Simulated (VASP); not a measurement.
# Ge (Fd-3m) in VASP: phonons with r2SCAN

Aim: the phonons of Ge with r2SCAN.

All numbers are computed with VASP 6.6.1; they aren't measurements. Logs are shortened: lines on timing, memory, paths and dates and some standing lists are left out, and cuts for length are marked.

## 1. The crystal as given

It takes space group Fd-3m (No. 227, cubic). The conventional cell has a = 5.658 Å, b = 5.658 Å, c = 5.658 Å, α = 90.00°, β = 90.00°, γ = 90.00°. Ge (site symmetry -43m) is surrounded by 4 Ge at 2.45 Å.

The cell was built by a generator and needn't be a form met in nature.

## 2. Phonons, r2SCAN

POSCAR reads:

```
Ge
1.0
    0.0000000000      2.8290000000      2.8290000000
    2.8290000000      0.0000000000      2.8290000000
    2.8290000000      2.8290000000      0.0000000000
Ge
2
Direct
    0.0000000000      0.0000000000      0.0000000000
    0.2500000000      0.2500000000      0.2500000000
```

INCAR.step1 reads:

```
SYSTEM = Ge
ALGO = Normal
EDIFF = 1E-8
EDIFFG = -0.002
ENCUT = 600
IBRION = 2
ISIF = 2
ISMEAR = -1
KPAR = 2
LASPH = .TRUE.
LCHARG = .FALSE.
LMIXTAU = .TRUE.
LREAL = .FALSE.
LWAVE = .FALSE.
METAGGA = R2SCAN
NELM = 80
NSW = 40
PREC = Accurate
SIGMA = 0.03
```

INCAR.step2 reads:

```
SYSTEM = Ge
ALGO = Normal
EDIFF = 1E-8
ENCUT = 600
IBRION = 6
ISIF = 2
ISMEAR = -1
KPAR = 2
LASPH = .TRUE.
LCHARG = .FALSE.
LMIXTAU = .TRUE.
LREAL = .FALSE.
LWAVE = .FALSE.
METAGGA = R2SCAN
NELM = 80
NFREE = 2
NSW = 1
POTIM = 0.015
PREC = Accurate
SIGMA = 0.03
```

KPOINTS reads:

```
k-points
0
G
  24 24 24
  0 0 0
```

Potentials or basis: VASP PAW PBE potentials, release 64 (Ge_d).

Command:

```
cat potpaw_PBE.64/Ge_d/POTCAR > POTCAR
cp INCAR.step1 INCAR
mpirun -np 2 vasp_std > vasp.out
cp CONTCAR POSCAR
cp INCAR.step2 INCAR
mpirun -np 2 vasp_std > vasp.out
```

OUTCAR:

```text
SYSTEM = Ge
   EDIFF = 1E-8
   ENCUT = 600
   IBRION = 6
   ISIF = 2
   ISMEAR = -1
   LASPH = .TRUE.
   LREAL = .FALSE.
   METAGGA = R2SCAN
   NELM = 80
   NFREE = 2
   NSW = 1
   POTIM = 0.015
   PREC = Accurate

 ion  position               nearest neighbor table
   1  0.000  0.000  0.000-   2 2.45   2 2.45   2 2.45   2 2.45
   2  0.250  0.250  0.250-   1 2.45   1 2.45   1 2.45   1 2.45

  LATTYP: Found a face centered cubic cell.
 ALAT       =     5.6580000000

  Lattice vectors:

 A1 = (   0.0000000000,   2.8290000000,   2.8290000000)
 A2 = (   2.8290000000,   0.0000000000,   2.8290000000)
 A3 = (   2.8290000000,   2.8290000000,   0.0000000000)

Analysis of symmetry for initial positions (statically):
=====================================================================
 Subroutine PRICEL returns:
 Original cell was already a primitive cell.

 Routine SETGRP: Setting up the symmetry group for a
 face centered cubic supercell.

 Subroutine GETGRP returns: Found 48 space group operations
 (whereof 24 operations were pure point group operations)
 out of a pool of 48 trial point group operations.

The static configuration has the point symmetry T_d .
 The point group associated with its full space group is O_h .

Analysis of symmetry for dynamics (positions and initial velocities):
=====================================================================
 Subroutine PRICEL returns:
 Original cell was already a primitive cell.

 Routine SETGRP: Setting up the symmetry group for a
 face centered cubic supercell.

 Subroutine GETGRP returns: Found 48 space group operations
 (whereof 24 operations were pure point group operations)
 out of a pool of 48 trial point group operations.

The dynamic configuration has the point symmetry T_d .
 The point group associated with its full space group is O_h .

 Subroutine INISYM returns: Found 48 space group operations
 (whereof 24 operations are pure point group operations),
 and found     1 'primitive' translations

----------------------------------------------------------------------------------------

                                     Primitive cell

  volume of cell :      45.2823

  direct lattice vectors                    reciprocal lattice vectors
     0.000000000  2.829000000  2.829000000    -0.176740898  0.176740898  0.176740898
     2.829000000  0.000000000  2.829000000     0.176740898 -0.176740898  0.176740898
     2.829000000  2.829000000  0.000000000     0.176740898  0.176740898 -0.176740898

  length of vectors
     4.000810168  4.000810168  4.000810168     0.306124215  0.306124215  0.306124215

  position of ions in fractional coordinates (direct lattice)
     0.000000000  0.000000000  0.000000000
     0.250000000  0.250000000  0.250000000

  ion indices of the primitive-cell ions
   primitive index   ion index
                 1           1
                 2           2

----------------------------------------------------------------------------------------

 KPOINTS: k-points

Automatic generation of k-mesh.
 Grid dimensions read from file:
 generate k-points for:   24   24   24

 Generating k-lattice:

  Cartesian coordinates                     Fractional coordinates (reciprocal lattice)
    -0.007364204  0.007364204  0.007364204     0.041666667  0.000000000  0.000000000
[... 55 lines left out ...]
   LSORBIT =      F    spin-orbit coupling
   LASPH  =      T    aspherical Exc in radial PAW
   ENCUT  =  600.0 eV  44.10 Ry    6.64 a.u.   7.99  7.99  7.99*2*pi/ulx,y,z
   NELM   =     80;   NELMIN=  2; NELMDL=  0     # of ELM steps
   EDIFF  = 0.1E-07   stopping-criterion for ELM
   LREAL  =      F    real-space projection
   EDIFFG = 0.1E-06   stopping-criterion for IOM
   NSW    =     61    number of steps for IOM
   IBRION =      6    ionic relax: 0-MD 1-quasi-New 2-CG
   NFREE  =      2    steps in history (QN), initial steepest desc. (CG)
   ISIF   =      2    stress and relaxation
   ISYM   =      2    0-nonsym 1-usesym 2-fastsym
   POTIM  = 0.0150    time-step for ionic-motion
   TEBEG  =    0.0;   TEEND  =   0.0 temperature during run
   PSTRESS=    0.0 pullay stress
   NELECT =      28.0000    total number of electrons
   NUPDOWN=      -1.0000    fix difference up-down
   EMIN   =  10.00;   EMAX   =-10.00  energy-range for DOS
   EFERMI =   0.00;   METHOD = LEGACY
   ISMEAR =    -1;   SIGMA  =   0.03  broadening in eV -4-tet -1-fermi 0-gaus
   EFERMI_NEDOS =   21; number of points for ismear=-14 and -15
   IALGO  =     38    algorithm
   IMIX   =      4    mixing-type and parameters
     AMIX     =   0.40;   BMIX     =  1.00
     AMIX_MAG =   1.60;   BMIX_MAG =  1.00
  volume/ion in A,a.u.               =      22.64       152.79
  Fermi-wavevector in a.u.,A,eV,Ry     =   1.394712  2.635624 26.466349  1.945222
  Thomas-Fermi vector in A             =   2.518235
   LORBIT       =      0    0 simple, 1 ext, 2 COOP (PROOUT), +10 PAW based schemes
   METAGGA = R2SCAN    functional components
   LHFCALC =     F    Hartree Fock is set to
   AEXX    =    0.0000 exact exchange contribution
   IVDW    =     0    specifies the selected vdW correction
   LEPSILON=     F    determine dielectric tensor
   LRPA    =     F    only Hartree local field effects (RPA)
 finite differences with symmetry
 non-spin polarized calculation
  energy-cutoff  :      600.00
  volume of cell :       45.28
 maximum number of plane-waves:      1540
   NGX = 15   NGY = 15   NGZ = 15

--------------------------------------- Ionic step        1  -------------------------------------------

 number of electron      28.0000013 magnetization

 Free energy of the ion-electron system (eV)
  ---------------------------------------------------
  ext. energy  EPLUGINS =         0.00000000
  ---------------------------------------------------
  free energy    TOTEN  =       -27.74558961 eV

  energy without entropy =      -27.74558905  energy(sigma->0) =      -27.74558933

------------------------ aborting loop because EDIFF is reached ----------------------------------------

  FORCE on cell =-STRESS in cart. coord.  units (eV):
  Direction    XX          YY          ZZ          XY          YZ          ZX
  --------------------------------------------------------------------------------------
  -------------------------------------------------------------------------------------
  Total        0.2223359      0.2223359      0.2223359      0.0000000      0.0000000      0.0000000
  in kB        7.8666776      7.8666776      7.8666776      0.0000000      0.0000000      0.0000000
  external PRESSURE =       7.8666776 kB  Pullay stress =       0.0000000 kB
[... 59 lines left out ...]
--------------------------------------- Ionic step        3  -------------------------------------------

 number of electron      28.0000011 magnetization

 Free energy of the ion-electron system (eV)
  ---------------------------------------------------
  ext. energy  EPLUGINS =         0.00000000
  ---------------------------------------------------
  free energy    TOTEN  =       -27.74425012 eV

  energy without entropy =      -27.74424911  energy(sigma->0) =      -27.74424961

 E-fermi :   5.0312     XC(G=0): -10.8193

 val. band max:        4.8736341264   @ k =   0.0000   0.0000   0.0000
 cond. band min:       5.2027183195   @ k =   0.0000   0.0000   0.0000
 fundamental gap:      0.3290841931
 Fermi energy:         5.0312141737

 k-point     1 :       0.0000    0.0000    0.0000
  band No.  band energies     occupation
      1     -20.6982      2.00000
      2     -20.6949      2.00000
      3     -20.6912      2.00000
      4     -20.6553      2.00000
      5     -20.6552      2.00000
      6     -20.4395      2.00000
[... 481 lines left out ...]
      5     -20.6107      2.00000
      6     -20.4716      2.00000
[... 10 lines left out ...]
     17       8.9093      0.00000
     18      12.5485      0.00000

 [... further k-points ...]

------------------------ aborting loop because EDIFF is reached ----------------------------------------

  FORCE on cell =-STRESS in cart. coord.  units (eV):
  Direction    XX          YY          ZZ          XY          YZ          ZX
  --------------------------------------------------------------------------------------
  -------------------------------------------------------------------------------------
  Total        0.2205379      0.2258426      0.2258426      0.0000000     -0.1306335      0.0000000
  in kB        7.8030600      7.9907528      7.9907528      0.0000000     -4.6220690      0.0000000
  external PRESSURE =       7.9281886 kB  Pullay stress =       0.0000000 kB
[... 17 lines left out ...]
  FREE ENERGIE OF THE ION-ELECTRON SYSTEM (eV)
  ---------------------------------------------------
  free  energy   TOTEN  =       -27.7442501191 eV

  energy  without entropy=      -27.7442491086  energy(sigma->0) =      -27.74424961

 INTERNAL STRAIN TENSORS FROM DISPLACED ATOMS
 ============================================

 INTERNAL STRAIN TENSOR FOR ION    1 for displacements in x,y,z  (eV/Angst):
          X           Y           Z          XY          YZ          ZX
  --------------------------------------------------------------------------------
  x     0.00000     0.00000     0.00000    -0.00000     8.68762     0.00000
  y     0.00000     0.00000     0.00000    -0.00000    -0.00000     8.68762
  z     0.00000     0.00000     0.00000     8.68762     0.00000    -0.00000

 INTERNAL STRAIN TENSOR FOR ION    2 for displacements in x,y,z  (eV/Angst):
          X           Y           Z          XY          YZ          ZX
  --------------------------------------------------------------------------------
  x     0.00000    -0.00000    -0.00000     0.00000    -8.68762    -0.00000
  y    -0.00000     0.00000    -0.00000     0.00000     0.00000    -8.68762
  z    -0.00000    -0.00000     0.00000    -8.68762    -0.00000     0.00000

 Eigenvectors and eigenvalues of the dynamical matrix
 ----------------------------------------------------

   1 f  =    8.950395 THz    56.236987 2PiTHz  298.553026 cm-1    37.015841 meV
             X         Y         Z           dx          dy          dz
      0.000000  0.000000  0.000000     0.000000   -0.707107    0.000000
      1.414500  1.414500  1.414500     0.000000    0.707107    0.000000
[... 21 lines left out ...]
   6 f  =    0.000000 THz     0.000000 2PiTHz    0.000000 cm-1     0.000000 meV
             X         Y         Z           dx          dy          dz
      0.000000  0.000000  0.000000     0.000000    0.000000    0.707107
      1.414500  1.414500  1.414500     0.000000    0.000000    0.707107

 ELASTIC MODULI CONTR FROM IONIC RELAXATION (kBar)
 Direction    XX          YY          ZZ          XY          YZ          ZX
 --------------------------------------------------------------------------------
 XX          -0.0000     -0.0000     -0.0000     -0.0000      0.0000     -0.0000
 YY          -0.0000     -0.0000     -0.0000     -0.0000     -0.0000     -0.0000
 ZZ          -0.0000     -0.0000     -0.0000      0.0000     -0.0000     -0.0000
 XY          -0.0000     -0.0000      0.0000   -224.4058      0.0000      0.0000
 YZ           0.0000     -0.0000     -0.0000      0.0000   -224.4058      0.0000
 ZX          -0.0000     -0.0000     -0.0000      0.0000      0.0000   -224.4058
 --------------------------------------------------------------------------------
```

It took 40 min on 2 MPI ranks of Intel Xeon 6975P-C (Granite Rapids), shared host; peak memory 2.4 GiB.

Results:

| Quantity | Value |
| --- | --- |
| Highest phonon frequency at Γ | 299 cm⁻¹ |

Phonon frequencies in cm⁻¹ (negative: imaginary):
```tsv
q point	frequencies
(0.000, 0.000, 0.000)	0 0 0 299 299 299
```

Caveat: the PAW data sets were made with another functional, which shifts forces and pressure a little.
